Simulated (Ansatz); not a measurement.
Ta$_{2}$C: stationary points along a deformation path

Method: Ansatz 0.2.0, DFT PBEsol, scalar-relativistic, plane waves, PAW. Settings: plane waves to 420 eV, k-mesh 18×18×12 (Γ-centred), Gaussian smearing 0.15 eV. Spin–orbit coupling is left out, which can shift energies with elements as heavy as these. No spin polarisation. Energies are free energies at this smearing, counted from the undisturbed cell; pressure is positive in compression.

The undisturbed cell (relaxed at this level):

```
CELL_PARAMETERS angstrom
3.09530 0.00000 0.00000
-1.54765 2.68061 0.00000
0.00000 0.00000 4.92108
ATOMIC_POSITIONS crystal
Ta 0.33333 0.66667 0.25288
Ta 0.66667 0.33333 0.74712
C 0.00000 0.00000 0.00000
```

At fixed volume and fractional coordinates, lengths along (0.000, 0.000, 1.000) are scaled against those across it; ρ is that ratio over its starting value. V = 13.611 Å³/atom. Δσ is the stress along the axis less the mean stress across it (compression positive).

```csv
ρ,ΔE (meV/atom),Δσ (GPa),space group
0.800,450.4,60.94,P-3m1
0.850,256.2,51.11,P-3m1
0.920,71.9,29.75,P-3m1
0.960,17.5,15.07,P-3m1
1.000,0.0,0.07,P-3m1
1.050,25.0,-18.28,P-3m1
1.100,96.9,-36.32,P-3m1
1.200,356.3,-67.85,P-3m1
1.300,706.8,-83.70,P-3m1
```

How does the stress give the slope of the energy, and where is the energy stationary?

Along the path d ln(length) is 2/3 d ln ρ on the axis and −1/3 d ln ρ across it, so dE/d ln ρ = −(2/3) V Δσ: the energy falls with ρ where Δσ is positive. Δσ vanishes or changes sign between ρ = 1.000 and 1.050, a minimum (near 1.00 by linear interpolation). Pairs of stationary points between two samples would go unseen, and could change a minimum read from distant neighbours into a maximum.

Integrate that slope from ρ = 1 to 0.850 by the trapezoid rule.

With V/N in Å³ and 1 eV/Å³ = 160.2 GPa the slopes at ρ = 1.000, 0.960, 0.920, 0.850 are -4, -853, -1685, -2894 meV/atom per unit of ln ρ. The steps add 17.5 + 54.0 + 181.2 = 252.7 meV/atom, against 256.2 from the energies; the trapezoid rule misses the curvature of the slope within each step.

Forces appear on the atoms along this scan, and letting them relax would lower the energy and soften the response. In a metal these slopes depend on the k mesh and the smearing.

Cost: 9 runs of about 1.5 core-minutes in all, on Intel Xeon Platinum 8488C (Sapphire Rapids) (shared hosts).